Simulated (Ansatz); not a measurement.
Turn this script for Ansatz 0.2.0 through its Python package into the input file that the command-line program reads.

The script, `relax.py`:
```python
from pathlib import Path
import logging
import sys
import warnings

import ansatz as az
from ase.io.cube import read_cube_data
from ase.units import Bohr
import numpy as np

logging.basicConfig(stream=sys.stdout, format="%(levelname)s:%(name)s:%(message)s")
log = logging.getLogger("ansatz_job")
log.setLevel(logging.INFO)

warnings.simplefilter("ignore", az.DeckWarning)

vectors = np.array([
    [3.98, 0.0, 0.0],
    [0.0, 3.98, 0.0],
    [0.0, 0.0, 3.98],
])
structure = (
    az.Lattice.of(vectors)
    .atom("Tl", (0.0, 0.0, 0.0))
    .atom("Br", (0.5, 0.5, 0.5))
)

calc = (
    structure.move(0, to=(0.0, 0.0, 0.01256)).fix(1).calculation()
    .kpoints(length=13)
    .basis(550)
    .occupations("Fixed")
    .functional(az.Functional.PBE, dispersion="D3(BJ)")
    .relax(max_steps=100)
    .band_table()
    .density()
    .output_files(volumetric_format=["cube", "npy"])
)
steps = []


def collect(event):
    if event["event"] == "relax_step":
        steps.append(event["data"])


outcome = calc.session().plan().execute(on_event=collect)
data = outcome.report
log.info("step   energy (eV)     max comp. (eV/A)  SCF")
for s in steps:
    log.info(f"{s['step']:4d} {s['lagrangian_ev']:15.5f} {s['allowed_force_max_ev_ang']:12.4f} {s['n_scf']:5d}")

first, last = steps[0], steps[-1]
symbols = [site.symbol for site in outcome.lattice.sites]
log.info(f"energy gained {first['lagrangian_ev'] - last['lagrangian_ev']:.4f} eV in {len(steps) - 1} steps")

log.info("relaxed fractional positions")
for site in outcome.lattice.sites:
    print(f"  {site.symbol:2s}", " ".join(f"{v % 1:8.5f}" for v in np.round(site.position_frac, 5)))

log.info("atom   start x y z (A)              end x y z (A)")
for symbol, a, b in zip(symbols, first["positions_ang"], last["positions_ang"]):
    print(f"{symbol:3s}", " ".join(f"{v:8.4f}" for v in a), "  ", " ".join(f"{v:8.4f}" for v in b))

n_atoms = len(data["lattice"]["sites"])
print("F =", round(data["free_energy_ev"], 4), "eV for", n_atoms, "atoms")
print("E(sigma -> 0) =", round(data["energy_sigma0_ev"], 4), "eV, TS =", round(data["entropy_ts_ev"], 5), "eV")
print("closed by", data["closed_by"], "after", data["n_iterations"], "iterations")

edges = data.get("band_edges_ev")
if edges:
    log.info(f"band edges on the mesh: {edges[0]:.3f} and {edges[1]:.3f} eV, gap {edges[1] - edges[0]:.3f} eV")
else:
    print("no band edges reported (a metal, or a gap too narrow for this smearing); Fermi level", round(data["fermi_energy_ev"], 3), "eV")

folder = Path(outcome.write_results("cubes"))
print("\n".join((folder / "rho.cube").read_text().splitlines()[: 6 + 2]))
values, cube_atoms = read_cube_data(str(folder / "rho.cube"))
print("electrons from the file:", round(values.mean() * cube_atoms.get_volume() / Bohr ** 3, 3))
```

```console
$ python relax.py
INFO:ansatz_job:step   energy (eV)     max comp. (eV/A)  SCF
INFO:ansatz_job:   1    -14229.53523       0.0170     9
INFO:ansatz_job:   2    -14229.53535       0.0143     3
INFO:ansatz_job:   3    -14229.53564       0.0035     4
INFO:ansatz_job:   4    -14229.53565       0.0000     4
INFO:ansatz_job:energy gained 0.0004 eV in 3 steps
INFO:ansatz_job:relaxed fractional positions
  Tl  0.00000  0.00000  0.99998
  Br  0.50000  0.50000  0.50000
INFO:ansatz_job:atom   start x y z (A)              end x y z (A)
Tl    0.0000   0.0000   0.0500     -0.0000   0.0000  -0.0001
Br    1.9900   1.9900   1.9900      1.9900   1.9900   1.9900
F = -14229.5357 eV for 2 atoms
E(sigma -> 0) = -14229.5357 eV, TS = 0.0 eV
closed by deck_thresholds after 4 iterations
INFO:ansatz_job:band edges on the mesh: 4.563 and 8.198 eV, gap 3.635 eV
ansatz rho
values in e/bohr^3 (x slowest, z fastest)
    2    0.000000    0.000000    0.000000
   32    0.235035    0.000000    0.000000
   32    0.000000    0.235035    0.000000
   32    0.000000    0.000000    0.235035
   81   81.000000   -0.000000    0.000000   -0.000133
   35   35.000000    3.760555    3.760555    3.760555
electrons from the file: 20.0
```

`input.yaml`:
```yaml
crystal:
  lattice:
    - [3.98, 0.0, 0.0]
    - [0.0, 3.98, 0.0]
    - [0.0, 0.0, 3.98]
  atoms:
    - { symbol: Tl, position: [0.0, 0.0, 0.01256] }
    - { symbol: Br, position: [0.5, 0.5, 0.5] }
basis:
  ecutwfc: 550.0
kpoints:
  mp_grid: { grid: [3, 3, 3] }
hamiltonian:
  xc: pbe
  dispersion: d3bj
scf:
  occupations: { method: fixed }
relax:
  max_steps: 100
  constraints: [{ site: 1, fix: xyz }]
output:
  write_density: true
  volumetric_format: [cube, npy]
  eigenvalues: true
```

Launched from the shell:
```console
$ ansatz run input.yaml --threads 1 --pin off --max-ram 3072MiB --backend cpu --events-out ev --progress --plain --runs-dir out
Engine: ansatz 0.2.0, aarch64-unknown-linux-gnu
Pseudopotentials: kind: paw
Pseudopotential: Tl, paw, valence charge 13, recommended cutoff 420 eV (normal), Tl.paw.azcp
Pseudopotential: Br, paw, valence charge 7, recommended cutoff 420 eV (normal), Br.paw.azcp
Functional definition: PBE
  parameter kappa = 0.804
  parameter beta = 0.06672455060314922
  exchange = pbe_x(kappa = kappa, mu = beta*pi^2/3)
  correlation = pbe_c(beta = beta)
Crystal: 2 atoms, lattice volume = 63.045 Å³
Basis set: ecut = 550 eV, 1839 PW (Γ), exchange–correlation on 64×64×64 points (8 copies of the dense FFT grid, shifted against one another)
Bands: 14, of which v1, the nominal top of the filled ones, is band 10 counted from 1 (9 counted from 0)
Symmetry: 8 space group operations
Space group: P4mm (ITA 99), of the structure as read, at distance tolerance 4.0e-5 Å
k-points: 6 of 27 (time reversal used)
Non-local potential: Tl, projectors of the file, l = 0: 2, l = 1: 2, l = 2: 2, l = 3: 1
Non-local potential: Br, projectors of the file, l = 0: 2, l = 1: 2, l = 2: 2
PAW form: soft (Blöchl's): semilocal exchange-correlation on the pseudo side does not see the compensation charge
PAW one-centre angular grid: Tl, 590 points (default); XC on 64 Gauss nodes
PAW one-centre angular grid: Br, 110 points (default); XC on 64 Gauss nodes
Initial density: superposition of atomic densities (neutral atoms: chi_scale 0, normalization atom), corrected by the library's trained network
Initial wavefunctions: pseudopotential atomic-orbital guess
Functional: x = pbe(κ = 0.804, μ = 0.2195149727645171), c = pbe(β = 0.06672455060314922)
SCF iter   1: F=—  HF=-14229.535993 eV  |F-HF|=—  |Δ(HF+E_count)|=         —  Δρ=4.24e-4  dr2=1.08e-4  ethr=1.77e-3  ⟨swp⟩=4.8  Hψ=400  notcnv=0  defer=10
preconditioner: auto → Resta (q_TF=auto, 2.253 Å⁻¹)  ε∞=3.6  [insulator: Δε(μ)=3.629 eV  Ē_g=13.059 eV  n_scr=18 (ndim 8)  ℏωp=20.9 eV  f_vac=0.000  ε∞_Penn≈3.6]
SCF iter   2: F=—  HF=-14229.535255 eV  |F-HF|=—  |Δ(HF+E_count)|=   7.37e-4  Δρ=5.14e-4  dr2=2.82e-4  ethr=5.42e-7  ⟨swp⟩=3.0  Hψ=254  notcnv=0  defer=10
SCF iter   3: F=—  HF=-14229.535231 eV  |F-HF|=—  |Δ(HF+E_count)|=   2.47e-5  Δρ=3.71e-4  dr2=1.39e-4  ethr=5.42e-7  ⟨swp⟩=1.0  Hψ=84  notcnv=0  defer=10
SCF iter   4: F=—  HF=-14229.535209 eV  |F-HF|=—  |Δ(HF+E_count)|=   2.18e-5  Δρ=2.07e-4  dr2=2.53e-5  ethr=5.42e-7  ⟨swp⟩=2.0  Hψ=97  notcnv=0  defer=10
SCF iter   5: F=—  HF=-14229.535262 eV  |F-HF|=—  |Δ(HF+E_count)|=   5.28e-5  Δρ=2.76e-4  dr2=8.73e-5  ethr=1.26e-7  ⟨swp⟩=2.0  Hψ=144  notcnv=0  defer=12  recentre
SCF iter   6: F=—  HF=-14229.535249 eV  |F-HF|=—  |Δ(HF+E_count)|=   1.31e-5  Δρ=2.00e-4  dr2=4.93e-5  ethr=1.26e-7  ⟨swp⟩=1.0  Hψ=84  notcnv=0  defer=12
SCF iter   7: F=—  HF=-14229.535243 eV  |F-HF|=—  |Δ(HF+E_count)|=   5.21e-6  Δρ=1.61e-4  dr2=3.23e-5  ethr=1.26e-7  ⟨swp⟩=1.0  Hψ=84  notcnv=0  defer=12
SCF iter   8: F=—  HF=-14229.535236 eV  |F-HF|=—  |Δ(HF+E_count)|=   6.88e-6  Δρ=9.07e-5  dr2=1.03e-5  ethr=1.26e-7  ⟨swp⟩=1.2  Hψ=85  notcnv=0  defer=12
SCF iter   9: F=-14229.535233 eV  HF=-14229.535234 eV  |F-HF|=1.01e-6  |Δ(HF+E_count)|=   2.67e-6  Δρ=3.29e-5  dr2=1.36e-6  ethr=1.25e-8  ⟨swp⟩=7.5  Hψ=458  notcnv=0
SCF 1 converged in 9 iterations: F = -14229.535233 eV  dr2 = 1.36e-6
  greatest PAW one-centre occupation: 0.967 electrons in one spin orbital (limit 2), on the Tl atom at site 0 (counted from 0), in its partial waves of l = 2
relax step   1: F+E_penalty+E_count = -14229.53523280 eV  Δ(F+E_penalty+E_count) = +0.000e0 eV  max|allowed force component| = 1.703e-2 eV/Å  Δτ_max = 0.0000 Å  (9 SCF iters, dr2 threshold 2.50e-6 eV, accepted)
Initial density: handed on by an earlier stage of this run
Initial wavefunctions: those handed on with the density
iter 1 solved again at ethr=1.87e-7 eV; its pass at ethr=3.10e-3 eV (dr2=3.74e-5 eV) is discarded
SCF iter   1: F=—  HF=-14229.535358 eV  |F-HF|=—  |Δ(HF+E_count)|=         —  Δρ=2.26e-4  dr2=4.33e-5  ethr=1.87e-7  ⟨swp⟩=2.3  Hψ=351  notcnv=0  defer=10
preconditioner: auto → Resta (q_TF=auto, 2.253 Å⁻¹)  ε∞=3.6  [insulator: Δε(μ)=3.634 eV  Ē_g=13.062 eV  n_scr=18 (ndim 8)  ℏωp=20.9 eV  f_vac=0.000  ε∞_Penn≈3.6]
SCF iter   2: F=—  HF=-14229.535350 eV  |F-HF|=—  |Δ(HF+E_count)|=   7.45e-6  Δρ=8.79e-5  dr2=4.57e-6  ethr=1.87e-7  ⟨swp⟩=2.2  Hψ=136  notcnv=0  defer=10
SCF iter   3: F=-14229.535349 eV  HF=-14229.535349 eV  |F-HF|=1.39e-8  |Δ(HF+E_count)|=   1.21e-6  Δρ=1.91e-5  dr2=8.24e-8  ethr=5.00e-10  ⟨swp⟩=7.8  Hψ=516  notcnv=0
SCF 2 converged in 3 iterations: F = -14229.535349 eV  dr2 = 8.24e-8
relax step   2: F+E_penalty+E_count = -14229.53534930 eV  Δ(F+E_penalty+E_count) = -1.165e-4 eV  max|allowed force component| = 1.432e-2 eV/Å  Δτ_max = 0.0074 Å  (3 SCF iters, accepted)
SCF iter   1: F=—  HF=-14229.535867 eV  |F-HF|=—  |Δ(HF+E_count)|=         —  Δρ=9.75e-4  dr2=7.81e-4  ethr=4.08e-5  ⟨swp⟩=5.0  Hψ=311  notcnv=0  defer=10
preconditioner: auto → Resta (q_TF=auto, 2.253 Å⁻¹)  ε∞=3.6  [insulator: Δε(μ)=3.636 eV  Ē_g=13.062 eV  n_scr=18 (ndim 8)  ℏωp=20.9 eV  f_vac=0.000  ε∞_Penn≈3.6]
SCF iter   2: F=—  HF=-14229.535668 eV  |F-HF|=—  |Δ(HF+E_count)|=   1.99e-4  Δρ=3.83e-4  dr2=7.89e-5  ethr=3.91e-6  ⟨swp⟩=2.5  Hψ=172  notcnv=0  defer=11
SCF iter   3: F=—  HF=-14229.535636 eV  |F-HF|=—  |Δ(HF+E_count)|=   3.17e-5  Δρ=8.38e-5  dr2=1.42e-6  ethr=3.94e-7  ⟨swp⟩=2.2  Hψ=130  notcnv=0  defer=7
SCF iter   4: F=-14229.535636 eV  HF=-14229.535636 eV  |F-HF|=1.30e-8  |Δ(HF+E_count)|=   4.85e-7  Δρ=1.19e-5  dr2=7.57e-8  ethr=5.00e-10  ⟨swp⟩=8.2  Hψ=488  notcnv=0
SCF 3 converged in 4 iterations: F = -14229.535636 eV  dr2 = 7.57e-8
relax step   3: F+E_penalty+E_count = -14229.53563647 eV  Δ(F+E_penalty+E_count) = -2.872e-4 eV  max|allowed force component| = 3.523e-3 eV/Å  Δτ_max = 0.0321 Å  (4 SCF iters, accepted)
SCF iter   1: F=—  HF=-14229.535679 eV  |F-HF|=—  |Δ(HF+E_count)|=         —  Δρ=3.24e-4  dr2=8.58e-5  ethr=4.20e-6  ⟨swp⟩=3.8  Hψ=269  notcnv=0  defer=11
preconditioner: auto → Resta (q_TF=auto, 2.253 Å⁻¹)  ε∞=3.6  [insulator: Δε(μ)=3.635 eV  Ē_g=13.062 eV  n_scr=18 (ndim 8)  ℏωp=20.9 eV  f_vac=0.000  ε∞_Penn≈3.6]
SCF iter   2: F=—  HF=-14229.535657 eV  |F-HF|=—  |Δ(HF+E_count)|=   2.19e-5  Δρ=1.27e-4  dr2=8.57e-6  ethr=4.29e-7  ⟨swp⟩=2.3  Hψ=169  notcnv=0  defer=8
SCF iter   3: F=—  HF=-14229.535655 eV  |F-HF|=—  |Δ(HF+E_count)|=   1.93e-6  Δρ=2.83e-5  dr2=1.65e-7  ethr=4.28e-8  ⟨swp⟩=2.2  Hψ=130  notcnv=0  defer=8
SCF iter   4: F=-14229.535655 eV  HF=-14229.535655 eV  |F-HF|=4.59e-9  |Δ(HF+E_count)|=   7.95e-8  Δρ=3.29e-6  dr2=4.93e-9  ethr=5.00e-10  ⟨swp⟩=9.3  Hψ=451  notcnv=0
SCF 4 converged in 4 iterations: F = -14229.535655 eV  dr2 = 4.93e-9
relax step   4: F+E_penalty+E_count = -14229.53565488 eV  Δ(F+E_penalty+E_count) = -1.841e-5 eV  max|allowed force component| = 2.722e-5 eV/Å  Δτ_max = 0.0105 Å  (4 SCF iters, accepted)
SCF converged after 4 iterations
Free energy (F): -14229.535655 eV
Harris-Foulkes:  -14229.535655 eV  (|F-HF|=4.59e-9)
Internal energy: -14229.535655 eV  (E = F + TS)
E sigma→0 (E₀):  -14229.535655 eV
Fermi energy:    4.562553 eV
--- Per-component energies (eV) ---
  E_band       = -41.652665
  E_kinetic    = 464.762825
  E_local      = -1221.502095  (includes V_loc(G=0)·N_el)
  E_nonlocal   = 388.104812
  E_hartree    = 426.776775
  E_xc         = -495.533742
  E_vxc        = -245.696728  (∫ρ·V_xc dr)
  E_paw        = -12408.645483  (= ΣΔE_a)
  E_vpaw       = -280.875070  (= ΣTr[D̂ρ^β])
  E_aug_tail   = 0.000011  (compensation charges beyond the density's cutoff)
  E_ewald      = -1382.950629
  E_disp       = -0.548128  (pairwise vdW)
  E_smearing   = -0.000000  (= −TS)
  E_closure    = 0.000000  (closes the sum)
  Σ components = -14229.535655   (vs F -14229.535655, Δ=0.00e0)
--- Forces (eV/Å), atoms counted from 1 ---
  atom   1  Tl     0.00000000     0.00000000     0.00002722
  atom   2  Br     0.00000000     0.00000000    -0.00004581
  max |Σ_I F_I| component: 1.86e-5 eV/Å
--- Band table (eV; the first three rows and the last of 6) ---
  k-point 0: bands = ["-8.5830", "-4.9697", "-4.9697", "-4.7935", "-4.7935", "-4.7935", "0.5070", "3.8483", "3.8483", "3.8483", "12.1654", "12.1654", "12.3777", "12.3777"]
  k-point 1: bands = ["-8.4085", "-4.9620", "-4.8732", "-4.8388", "-4.8388", "-4.7894", "-0.1683", "4.2122", "4.2122", "4.5626", "8.1979", "11.2740", "11.2740", "12.7994"]
  k-point 2: bands = ["-8.4085", "-4.9620", "-4.8731", "-4.8388", "-4.8388", "-4.7894", "-0.1683", "4.2122", "4.2122", "4.5626", "8.1979", "11.2740", "11.2740", "12.7994"]
  k-point 5: bands = ["-8.1799", "-4.8888", "-4.8888", "-4.8270", "-4.7985", "-4.7985", "1.0723", "3.1974", "3.1974", "3.7547", "8.4738", "8.4738", "9.8820", "15.3832"]
--- Relaxed structure (4 steps of the walk, 4 accepted, 0 SCFs on fresh bases) ---
  F+E_penalty+E_count = -14229.53565488 eV   max|allowed force component| = 2.722e-5 eV/Å
  atoms:
    - { symbol: Tl, position: [-2.873168101708345e-35, 0.0, -1.7621107674880787e-5] }
    - { symbol: Br, position: [0.5000000000000001, 0.5000000000000001, 0.5000000000000001] }
```

Absolute energies stand on the zero of these potentials, so only differences at equal settings mean something. A total without «per atom» is that of the cell as typed. Along an axis with an odd division the mesh misses the point at one half; a gap read on a finite mesh is an upper bound on this functional's gap. Spin-orbit coupling, left out here, can change this gap by several tenths of an eV, and inverted bands can meet off the mesh. Energy and stress may still move on a finer k-point mesh. Energies along a relaxation are free energies. A last row that repeats the one before re-solves the same geometry more tightly. The fields are valence quantities on the plane-wave grid; their values near the nuclei depend on the potentials. The starting cell is as deposited in a crystallographic database; the results hold for this polymorph, which needn't be the stable one. Levels are Kohn-Sham eigenvalues on this mesh, without spin-orbit coupling. Hardware and time: 4.9 s on 1 thread of Arm Neoverse V1, on a shared host, peak memory 0.42 GiB.

(Lines on the test bed's own set-up are left out of the output.)
